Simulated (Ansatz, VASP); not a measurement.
Two plane-wave programs on HgTe

```
CELL_PARAMETERS angstrom
0.00000 3.07712 3.07712
3.07712 0.00000 3.07712
3.07712 3.07712 0.00000
ATOMIC_POSITIONS crystal
Hg 0.00000 0.00000 0.00000
Te 0.50000 0.50000 0.50000
```

Alike in both runs: task single point; functional PBE; dispersion D3(BJ); k mesh 4 × 4 × 4; occupations gaussian, width 0.1 eV; no spin polarisation.

```csv
,VASP,Ansatz
version,VASP 6.6.1,Ansatz 0.2.0
potentials or method,"VASP PAW PBE potentials, release 64 (Hg, Te)","scalar-relativistic, plane waves, PAW"
plane-wave cutoff (eV),520,420
valence electrons in the cell,18,36
```

```tsv
	VASP	Ansatz	Ansatz less VASP
gap on the k mesh at the Fermi level (eV)	none	none	-
pressure (GPa)	-1.4	-1.5	-0.12
```

A gap of «none» marks a metal or a gap that the smearing closes. The two sets of potentials don't hold the same shells in valence.

Caveats: the k mesh is coarse (spacing up to 0.44 Å⁻¹), so the values aren't converged; pairwise dispersion overbinds metals, which lowers pressure and volume. Spin-orbit coupling is left out, which matters for the levels of Hg, Te.
